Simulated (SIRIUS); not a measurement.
Mo in SIRIUS: convergence with pw cutoff

Input of the first run (pw cutoff 12 1/bohr); the others differ in this setting and in those tied to it:

File sirius.json:

```json
{
  "control": {
    "processing_unit": "cpu",
    "std_evp_solver_name": "lapack",
    "gen_evp_solver_name": "lapack",
    "verbosity": 2,
    "print_forces": true,
    "ortho_rf": true,
    "use_second_variation": true,
    "rmt_max": 3.0,
    "num_bands_to_print": 15,
    "save_wf": true
  },
  "parameters": {
    "electronic_structure_method": "full_potential_lapwlo",
    "xc_functionals": ["XC_GGA_X_PBE", "XC_GGA_C_PBE"],
    "core_relativity": "dirac",
    "valence_relativity": "iora",
    "num_fv_states": 15,
    "smearing": "fermi_dirac",
    "smearing_width": 0.0018374661,
    "pw_cutoff": 12,
    "gk_cutoff": 3.46,
    "lmax_apw": 10,
    "lmax_rho": 8,
    "lmax_pot": 8,
    "num_mag_dims": 0,
    "auto_rmt": 0,
    "ngridk": [12, 12, 12],
    "shiftk": [0, 0, 0],
    "num_dft_iter": 80,
    "energy_tol": 1e-07,
    "density_tol": 1e-05,
    "use_symmetry": true
  },
  "settings": {"tol_ne": 1e-10},
  "iterative_solver": {"type": "exact"},
  "mixer": {"type": "anderson", "beta": 0.5, "max_history": 8},
  "unit_cell": {
    "lattice_vectors": [
      [-2.9929651906, 2.9929651906, 2.9929651906],
      [2.9929651906, -2.9929651906, 2.9929651906],
      [2.9929651906, 2.9929651906, -2.9929651906]
    ],
    "atom_types": ["Mo"],
    "atom_files": {"Mo": "Mo.json"},
    "atoms": {"Mo": [[0.0, 0.0, 0.0]]}
  }
}
```

Contents of Mo.json:

```json
{
  "name": "molybdenum",
  "symbol": "Mo",
  "number": 42,
  "mass": 95.96,
  "rmin": 1e-06,
  "rmt": 2.54,
  "nrmt": 800,
  "rinf": 17.03,
  "core": "1s2s2p3s3p3d",
  "valence": [
    {"basis": [{"enu": 0.24, "dme": 0, "n": 0, "auto": 0}, {"enu": 0.24, "dme": 1, "n": 0, "auto": 0}]},
    {"l": 0, "n": 1, "basis": [{"enu": 0.34, "dme": 0, "n": 0, "auto": 0}]},
    {"l": 1, "n": 2, "basis": [{"enu": 0.34, "dme": 0, "n": 0, "auto": 0}]},
    {"l": 2, "n": 3, "basis": [{"enu": 0.34, "dme": 0, "n": 0, "auto": 0}]},
    {"l": 3, "n": 4, "basis": [{"enu": 0.34, "dme": 0, "n": 0, "auto": 0}]}
  ],
  "lo": [
    {"l": 0, "basis": [{"enu": 0.34, "dme": 0, "n": 0, "auto": 0}, {"enu": 0.34, "dme": 1, "n": 0, "auto": 0}]},
    {
      "l": 0,
      "basis": [{"enu": -1.8759, "dme": 0, "n": 4, "auto": 1}, {"enu": -1.8759, "dme": 1, "n": 4, "auto": 1}]
    },
    {
      "l": 0,
      "basis": [{"enu": -1.8759, "dme": 1, "n": 4, "auto": 1}, {"enu": 0.34, "dme": 0, "n": 0, "auto": 0}]
    },
    {"l": 0, "basis": [{"enu": 0.34, "dme": 0, "n": 0, "auto": 0}, {"enu": 2.82, "dme": 0, "n": 0, "auto": 0}]},
    {"l": 1, "basis": [{"enu": 0.34, "dme": 0, "n": 0, "auto": 0}, {"enu": 0.34, "dme": 1, "n": 0, "auto": 0}]},
    {
      "l": 1,
      "basis": [{"enu": -0.9313, "dme": 0, "n": 4, "auto": 1}, {"enu": -0.9313, "dme": 1, "n": 4, "auto": 1}]
    },
    {
      "l": 1,
      "basis": [{"enu": -0.9313, "dme": 1, "n": 4, "auto": 1}, {"enu": 0.34, "dme": 0, "n": 0, "auto": 0}]
    },
    {"l": 1, "basis": [{"enu": 0.34, "dme": 0, "n": 0, "auto": 0}, {"enu": 3.192, "dme": 0, "n": 0, "auto": 0}]},
    {"l": 2, "basis": [{"enu": 0.34, "dme": 0, "n": 0, "auto": 0}, {"enu": 0.34, "dme": 1, "n": 0, "auto": 0}]},
    {"l": 2, "basis": [{"enu": 0.34, "dme": 1, "n": 0, "auto": 0}, {"enu": 0.34, "dme": 2, "n": 0, "auto": 0}]},
    {"l": 2, "basis": [{"enu": 0.34, "dme": 0, "n": 0, "auto": 0}, {"enu": 2.758, "dme": 0, "n": 0, "auto": 0}]},
    {"l": 3, "basis": [{"enu": 0.34, "dme": 0, "n": 0, "auto": 0}, {"enu": 0.34, "dme": 1, "n": 0, "auto": 0}]},
    {"l": 3, "basis": [{"enu": 0.34, "dme": 0, "n": 0, "auto": 0}, {"enu": 3.037, "dme": 0, "n": 0, "auto": 0}]}
  ],
  "free_atom": [... radial grid and density of the free atom, the start of the SCF ...]
}
```

The input sirius_start.json:

```json
{
  "control": {
    "processing_unit": "cpu",
    "std_evp_solver_name": "lapack",
    "gen_evp_solver_name": "lapack",
    "verbosity": 1,
    "print_forces": false,
    "ortho_rf": true,
    "use_second_variation": true,
    "rmt_max": 3.0,
    "num_bands_to_print": 15,
    "save_wf": false
  },
  "parameters": {
    "electronic_structure_method": "full_potential_lapwlo",
    "xc_functionals": ["XC_LDA_X", "XC_LDA_C_PW"],
    "core_relativity": "dirac",
    "valence_relativity": "iora",
    "num_fv_states": 15,
    "smearing": "fermi_dirac",
    "smearing_width": 0.0055123983,
    "pw_cutoff": 12,
    "gk_cutoff": 2.77,
    "lmax_apw": 10,
    "lmax_rho": 8,
    "lmax_pot": 8,
    "num_mag_dims": 0,
    "auto_rmt": 0,
    "ngridk": [5, 5, 5],
    "shiftk": [0, 0, 0],
    "num_dft_iter": 30,
    "energy_tol": 0.01,
    "density_tol": 0.05,
    "use_symmetry": true
  },
  "settings": {"tol_ne": 1e-10},
  "iterative_solver": {"type": "exact"},
  "mixer": {"type": "anderson", "beta": 0.5, "max_history": 8},
  "unit_cell": {
    "lattice_vectors": [
      [-2.9929651906, 2.9929651906, 2.9929651906],
      [2.9929651906, -2.9929651906, 2.9929651906],
      [2.9929651906, 2.9929651906, -2.9929651906]
    ],
    "atom_types": ["Mo"],
    "atom_files": {"Mo": "Mo.json"},
    "atoms": {"Mo": [[0.0, 0.0, 0.0]]}
  }
}
```

Potentials or basis: all-electron FP-LAPW, apw+lo standard.

The run is started by

```console
$ OMP_NUM_THREADS=1 sirius.scf --input=sirius_start.json --output=start.json
$ OMP_NUM_THREADS=1 sirius.scf --input=sirius.json --output=output.json --task=1
```

Hardware: 1 thread of Arm Neoverse V1 (shared host).

| pw cutoff | energy less the tightest run, at zero smearing (meV/atom) | SCF cycles | CPU time (s) | peak memory (GiB) |
| --- | --- | --- | --- | --- |
| 12 1/bohr | 0.00 | 6 | 20 | 0.26 |
| 14 1/bohr | 0.00 | 7 | 23 | 0.27 |
| 16 1/bohr | 0.00 | 7 | 23 | 0.27 |
| 19 1/bohr | 0.00 | 7 | 24 | 0.29 |
| 22 1/bohr | 0.00 | 7 | 24 | 0.31 |
| 26 1/bohr | 0.00 | 7 | 26 | 0.34 |
| 30 1/bohr | 0.00 | 7 | 28 | 0.39 |

Against the tightest run, the energy stays within 1 meV/atom from 12 1/bohr on. The tightest run that finished is the yardstick and may itself not be fully converged.
